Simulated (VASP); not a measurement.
Write the native input for VASP 6.6.1 that does the following.

```
Task                   : relaxation of cell and atoms
Functional             : PBEsol
Potentials or basis    : VASP PAW PBE potentials, release 64 (Cu, N)
Cutoff                 : 600 eV
k mesh                 : 10 × 10 × 10
Occupations            : methfessel-paxton, width 0.1 eV
Spin                   : no spin polarisation
Further INCAR settings : ALGO = Normal; EDIFF = 1e-06; IBRION = 2; EDIFFG = -0.01; NSW = 90; ISIF = 3
```

The structure of Cu3N lies in POSCAR:

```
Cu3N
1.0
    3.8070000000      0.0000000000      0.0000000000
    0.0000000000      3.8070000000      0.0000000000
    0.0000000000      0.0000000000      3.8070000000
Cu N
3 1
Direct
    0.5000000000      0.0000000000      0.0000000000
    0.0000000000      0.5000000000      0.0000000000
    0.0000000000      0.0000000000      0.5000000000
    0.0000000000      0.0000000000      0.0000000000
```

The input as run:

INCAR

```
  ALGO = Normal
  EDIFF = 1E-6
  EDIFFG = -0.01
  ENCUT = 600
  GGA = PS
  IBRION = 2
  ISIF = 3
  ISMEAR = 1
  LASPH = T
  LCHARG = F
  LREAL = F
  LWAVE = F
  NELM = 80
  NSW = 90
  PREC = Accurate
  SIGMA = 0.1
```

KPOINTS

```
k-points
0
Gamma
  10 10 10
```

Potentials or basis: VASP PAW PBE potentials, release 64 (Cu, N).

Launch:

```sh
$ cat potpaw_PBE.64/Cu/POTCAR potpaw_PBE.64/N/POTCAR > POTCAR
$ mpirun -np 1 vasp_std > vasp.out
```

Results of the run:

| Quantity | Value |
| --- | --- |
| Relaxed volume | 13.40 Å³/atom |
| Relaxed cell | a = 3.771 Å, b = 3.771 Å, c = 3.771 Å, α = 90.00°, β = 90.00°, γ = 90.00° |
| Space group after relaxing (to 0.05 Å) | Pm-3m (No. 221) |
| Energy gained by relaxing | 4.4 meV/atom |
| Ionic steps | 3 |
| Pressure after relaxing | 0.0 GPa |
| Band gap on the k mesh | 0.05 eV, indirect (least direct gap 0.59 eV) |

Caveat: the PAW data sets were made with another functional, which shifts forces and pressure a little.

Wall time 4.1 min on 1 thread of Intel(R) Xeon(R) Platinum 8259CL CPU @ 2.50GHz (Skylake/Cascade Lake) (shared host), peak memory 0.22 GiB.
